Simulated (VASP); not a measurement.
# HgTe (Fm-3m) in VASP: single point with PBE

Aim: the single point of HgTe with PBE.

Everything below comes from runs of VASP 6.6.1. Logs are shortened: lines on timing, memory, paths and dates and some standing lists are left out, and cuts for length are marked.

## Step 1: Starting point

It takes space group Fm-3m (No. 225, cubic). Conventional cell: a = 6.360 Å, b = 6.360 Å, c = 6.360 Å, α = 90.00°, β = 90.00°, γ = 90.00°. Hg (site symmetry m-3m) is surrounded by 6 Te at 3.18 Å. Te (site symmetry m-3m) is surrounded by 6 Hg at 3.18 Å.

Measurements of this composition are mostly on another form, of space group No. 216.

## Step 2: Single point, PBE

The input, INCAR:

```
PREC = Accurate ; ENCUT = 520
EDIFF = 1E-7 ; ISMEAR = -1
SIGMA = 0.03 ; LREAL = False
LASPH = True ; NELM = 100
ALGO = Normal ; ISIF = 2
LWAVE = False ; LCHARG = True
GGA = PE ; LELF = True
LVHAR = True ; NBANDS = 16
```

The input, KPOINTS:

```
Automatic mesh
0
Gamma
  5 5 5
```

The input, POSCAR:

```
HgTe
1.0
    0.0000000000      3.1800000000      3.1800000000
    3.1800000000      0.0000000000      3.1800000000
    3.1800000000      3.1800000000      0.0000000000
Hg Te
1 1
Direct
    0.0000000000      0.0000000000      0.0000000000
    0.5000000000      0.5000000000      0.5000000000
```

Potentials or basis: VASP PAW PBE potentials, release 64 (Hg, Te).

Command:

```console
$ cat potpaw_PBE.64/Hg/POTCAR potpaw_PBE.64/Te/POTCAR > POTCAR
$ mpirun -np 1 vasp_std > vasp.out
```

OUTCAR:

```text
PREC = Accurate
   ENCUT = 520
   EDIFF = 1E-7
   ISMEAR = -1
   LREAL = False
   LASPH = True
   NELM = 100
   ISIF = 2
   GGA = PE

 ion  position               nearest neighbor table
   1  0.000  0.000  0.000-   2 3.18   2 3.18   2 3.18   2 3.18   2 3.18   2 3.18
   2  0.500  0.500  0.500-   1 3.18   1 3.18   1 3.18   1 3.18   1 3.18   1 3.18

  LATTYP: Found a face centered cubic cell.
 ALAT       =     6.3600000000

  Lattice vectors:

 A1 = (   0.0000000000,   3.1800000000,   3.1800000000)
 A2 = (   3.1800000000,   0.0000000000,   3.1800000000)
 A3 = (   3.1800000000,   3.1800000000,   0.0000000000)

Analysis of symmetry for initial positions (statically):
=====================================================================
 Subroutine PRICEL returns:
 Original cell was already a primitive cell.

 Routine SETGRP: Setting up the symmetry group for a
 face centered cubic supercell.

 Subroutine GETGRP returns: Found 48 space group operations
 (whereof 48 operations were pure point group operations)
 out of a pool of 48 trial point group operations.

The static configuration has the point symmetry O_h .

Analysis of symmetry for dynamics (positions and initial velocities):
=====================================================================
 Subroutine PRICEL returns:
 Original cell was already a primitive cell.

 Routine SETGRP: Setting up the symmetry group for a
 face centered cubic supercell.

 Subroutine GETGRP returns: Found 48 space group operations
 (whereof 48 operations were pure point group operations)
 out of a pool of 48 trial point group operations.

The dynamic configuration has the point symmetry O_h .

 Subroutine INISYM returns: Found 48 space group operations
 (whereof 48 operations are pure point group operations),
 and found     1 'primitive' translations

----------------------------------------------------------------------------------------

                                     Primitive cell

  volume of cell :      64.3149

  direct lattice vectors                    reciprocal lattice vectors
     0.000000000  3.180000000  3.180000000    -0.157232704  0.157232704  0.157232704
     3.180000000  0.000000000  3.180000000     0.157232704 -0.157232704  0.157232704
     3.180000000  3.180000000  0.000000000     0.157232704  0.157232704 -0.157232704

  length of vectors
     4.497199128  4.497199128  4.497199128     0.272335033  0.272335033  0.272335033

  position of ions in fractional coordinates (direct lattice)
     0.000000000  0.000000000  0.000000000
     0.500000000  0.500000000  0.500000000

  ion indices of the primitive-cell ions
   primitive index   ion index
                 1           1
                 2           2

----------------------------------------------------------------------------------------

 KPOINTS: Automatic mesh

Automatic generation of k-mesh.
 Grid dimensions read from file:
 generate k-points for:    5    5    5

 Generating k-lattice:

  Cartesian coordinates                     Fractional coordinates (reciprocal lattice)
    -0.031446541  0.031446541  0.031446541     0.200000000  0.000000000  0.000000000
     0.031446541 -0.031446541  0.031446541     0.000000000  0.200000000  0.000000000
     0.031446541  0.031446541 -0.031446541     0.000000000  0.000000000  0.200000000

  Length of vectors
     0.054467007  0.054467007  0.054467007

  Shift w.r.t. Gamma in fractional coordinates (k-lattice)
     0.000000000  0.000000000  0.000000000

 Subroutine IBZKPT returns following result:
 ===========================================

 Found     10 irreducible k-points:

 Following reciprocal coordinates:
            Coordinates               Weight
  0.000000  0.000000  0.000000      1.000000
  0.200000  0.000000  0.000000      8.000000
  0.400000  0.000000  0.000000      8.000000
  0.200000  0.200000  0.000000      6.000000
  0.400000  0.200000  0.000000     24.000000
 -0.400000  0.200000  0.000000     24.000000
 -0.200000  0.200000  0.000000     12.000000
  0.400000  0.400000  0.000000      6.000000
 -0.400000  0.400000  0.000000     12.000000
 -0.400000  0.400000  0.200000     24.000000
   k-points           NKPTS =     10   k-points in BZ     NKDIM =     10   number of bands    NBANDS=     16
   number of dos      NEDOS =    301   number of ions     NIONS =      2
   total plane-waves  NPLWV =  46656
   dimension x,y,z NGX =    36 NGY =   36 NGZ =   36
   dimension x,y,z NGXF=    72 NGYF=   72 NGZF=   72
   ions per type =               1   1
   NGX,Y,Z   is equivalent  to a cutoff of  13.31, 13.31, 13.31 a.u.
   NGXF,Y,Z  is equivalent  to a cutoff of  26.62, 26.62, 26.62 a.u.
 SYSTEM =  unknown system
   PREC   = accura    normal or accurate (medium, high low for compatibility)
   ISTART =      0    job   : 0-new  1-cont  2-samecut
   ICHARG =      2    charge: 1-file 2-atom 10-const
   ISPIN  =      1    spin polarized calculation?
   LNONCOLLINEAR =      F non collinear calculations
   LSORBIT =      F    spin-orbit coupling
   LASPH  =      T    aspherical Exc in radial PAW
   ENCUT  =  520.0 eV  38.22 Ry    6.18 a.u.   8.36  8.36  8.36*2*pi/ulx,y,z
   NELM   =    100;   NELMIN=  2; NELMDL= -5     # of ELM steps
   EDIFF  = 0.1E-06   stopping-criterion for ELM
   LREAL  =      F    real-space projection
   EDIFFG = 0.1E-05   stopping-criterion for IOM
   NSW    =      0    number of steps for IOM
   IBRION =     -1    ionic relax: 0-MD 1-quasi-New 2-CG
   NFREE  =      0    steps in history (QN), initial steepest desc. (CG)
   ISIF   =      2    stress and relaxation
   ISYM   =      2    0-nonsym 1-usesym 2-fastsym
   POTIM  = 0.5000    time-step for ionic-motion
   TEBEG  =    0.0;   TEEND  =   0.0 temperature during run
   PSTRESS=    0.0 pullay stress
   NELECT =      18.0000    total number of electrons
   NUPDOWN=      -1.0000    fix difference up-down
   EMIN   =  10.00;   EMAX   =-10.00  energy-range for DOS
   EFERMI =   0.00;   METHOD = LEGACY
   ISMEAR =    -1;   SIGMA  =   0.03  broadening in eV -4-tet -1-fermi 0-gaus
   EFERMI_NEDOS =   21; number of points for ismear=-14 and -15
   IALGO  =     38    algorithm
   IMIX   =      4    mixing-type and parameters
     AMIX     =   0.40;   BMIX     =  1.00
     AMIX_MAG =   1.60;   BMIX_MAG =  1.00
  volume/ion in A,a.u.               =      32.16       217.01
  Fermi-wavevector in a.u.,A,eV,Ry     =   1.070850  2.023613 15.602062  1.146719
  Thomas-Fermi vector in A             =   2.206572
   LORBIT       =      0    0 simple, 1 ext, 2 COOP (PROOUT), +10 PAW based schemes
   GGA     = PE    functional components
   LHFCALC =     F    Hartree Fock is set to
   AEXX    =    0.0000 exact exchange contribution
   IVDW    =     0    specifies the selected vdW correction
   LEPSILON=     F    determine dielectric tensor
   LRPA    =     F    only Hartree local field effects (RPA)
 non-spin polarized calculation
  energy-cutoff  :      520.00
  volume of cell :       64.31
 maximum number of plane-waves:      1759
 NGX is ok and might be reduce to    36
   NGX = 17   NGY = 17   NGZ = 17

 number of electron      17.9999998 magnetization

 Free energy of the ion-electron system (eV)
  ---------------------------------------------------
  ext. energy  EPLUGINS =         0.00000000
  ---------------------------------------------------
  free energy    TOTEN  =        -3.28825085 eV

  energy without entropy =       -3.28200941  energy(sigma->0) =       -3.28513013

 E-fermi :   3.1730     XC(G=0):  -9.2780

 val. band max:        3.1689521167   @ k =   0.4000   0.0000   0.0000
 cond. band min:       3.2697481465   @ k =  -0.2000   0.2000   0.0000
 fundamental gap:      0.1007960299
 Fermi energy:         3.1730156253

 k-point     1 :       0.0000    0.0000    0.0000
  band No.  band energies     occupation
      1      -8.1632      2.00000
      2      -3.2014      2.00000
      3      -3.2014      2.00000
      4      -3.1520      2.00000
      5      -3.1520      2.00000
      6      -3.1520      2.00000
[... 8 lines left out ...]
     15      10.6526      0.00000
     16      10.6526      0.00000

 k-point     2 :       0.2000    0.0000    0.0000
  band No.  band energies     occupation
      1      -7.9080      2.00000
      2      -3.2844      2.00000
      3      -3.2844      2.00000
      4      -3.1829      2.00000
      5      -3.1151      2.00000
      6      -3.1151      2.00000
[... 8 lines left out ...]
     15      11.4331      0.00000
     16      11.4331      0.00000

 k-point     3 :       0.4000    0.0000    0.0000
  band No.  band energies     occupation
      1      -7.3905      2.00000
      2      -3.4170      2.00000
      3      -3.4170      2.00000
      4      -3.3391      2.00000
      5      -3.0475      2.00000
      6      -3.0475      2.00000
[... 8 lines left out ...]
     15      13.1040      0.00000
     16      13.1040      0.00000

 k-point     4 :       0.2000    0.2000    0.0000
  band No.  band energies     occupation
      1      -7.8516      2.00000
      2      -3.3540      2.00000
      3      -3.1834      2.00000
      4      -3.1778      2.00000
      5      -3.1099      2.00000
      6      -3.1099      2.00000
[... 8 lines left out ...]
     15      13.0429      0.00000
     16      13.0429      0.00000

 k-point     5 :       0.4000    0.2000    0.0000
  band No.  band energies     occupation
      1      -7.4825      2.00000
      2      -3.3266      2.00000
      3      -3.2703      2.00000
      4      -3.2150      2.00000
      5      -3.0577      2.00000
      6      -3.0352      2.00000
[... 8 lines left out ...]
     15      13.7735      0.00000
     16      14.0602      0.00000

 k-point     6 :      -0.4000    0.2000    0.0000
  band No.  band energies     occupation
      1      -7.2862      2.00000
      2      -3.3914      2.00000
      3      -3.3281      2.00000
      4      -3.2029      2.00000
      5      -3.0331      2.00000
      6      -3.0098      2.00000
[... 8 lines left out ...]
     15      12.9516      0.00000
     16      13.2859      0.00000

 k-point     7 :      -0.2000    0.2000    0.0000
  band No.  band energies     occupation
      1      -7.5874      2.00000
      2      -3.3914      2.00000
      3      -3.3497      2.00000
      4      -3.1789      2.00000
      5      -3.0895      2.00000
      6      -3.0460      2.00000
[... 8 lines left out ...]
     15      12.3691      0.00000
     16      13.8330      0.00000

 k-point     8 :       0.4000    0.4000    0.0000
  band No.  band energies     occupation
      1      -7.4366      2.00000
      2      -3.2341      2.00000
      3      -3.1393      2.00000
      4      -3.0064      2.00000
      5      -3.0064      2.00000
      6      -2.9150      2.00000
[... 8 lines left out ...]
     15      14.7640      0.00000
     16      15.5317      0.00000

 k-point     9 :      -0.4000    0.4000    0.0000
  band No.  band energies     occupation
      1      -7.3233      2.00000
      2      -3.2323      2.00000
      3      -3.2267      2.00000
      4      -3.0444      2.00000
      5      -2.9978      2.00000
      6      -2.7234      2.00000
[... 8 lines left out ...]
     15      13.9190      0.00000
     16      15.3914      0.00000

 k-point    10 :      -0.4000    0.4000    0.2000
  band No.  band energies     occupation
      1      -7.3106      2.00000
      2      -3.3323      2.00000
      3      -3.1820      2.00000
      4      -3.1515      2.00000
      5      -3.0055      2.00000
      6      -2.8729      2.00000
[... 8 lines left out ...]
     15      13.0904      0.00000
     16      15.0564      0.00000

------------------------ aborting loop because EDIFF is reached ----------------------------------------

  FORCE on cell =-STRESS in cart. coord.  units (eV):
  Direction    XX          YY          ZZ          XY          YZ          ZX
  --------------------------------------------------------------------------------------
  -------------------------------------------------------------------------------------
  Total       -1.4222863     -1.4222863     -1.4222863      0.0000000      0.0000000     -0.0000000
  in kB      -35.4312315    -35.4312315    -35.4312315      0.0000000      0.0000000     -0.0000000
  external PRESSURE =     -35.4312315 kB  Pullay stress =       0.0000000 kB

 VOLUME and BASIS-vectors are now :
 -----------------------------------------------------------------------------
  energy-cutoff  :      520.00
  volume of cell :       64.31
      direct lattice vectors                 reciprocal lattice vectors
     0.000000000  3.180000000  3.180000000    -0.157232704  0.157232704  0.157232704
     3.180000000  0.000000000  3.180000000     0.157232704 -0.157232704  0.157232704
     3.180000000  3.180000000  0.000000000     0.157232704  0.157232704 -0.157232704

 POSITION                                       TOTAL-FORCE (eV/Angst)
 -----------------------------------------------------------------------------------
      0.00000      0.00000      0.00000        -0.000000     -0.000000      0.000000
      3.18000      3.18000      3.18000         0.000000      0.000000     -0.000000
 -----------------------------------------------------------------------------------
    total drift:                               -0.000000      0.000000      0.000000

  FREE ENERGIE OF THE ION-ELECTRON SYSTEM (eV)
  ---------------------------------------------------
  free  energy   TOTEN  =        -3.2882508540 eV

  energy  without entropy=       -3.2820094069  energy(sigma->0) =       -3.28513013
```

It took 7.3 s on 1 thread of Intel Xeon 6975P-C (Granite Rapids), shared host; peak memory 0.2 GiB.

What came out:

* Free energy: -3.2883 eV
* Pressure: -3.5 GPa
* Band gap on the k mesh: none (metal or under the smearing width)
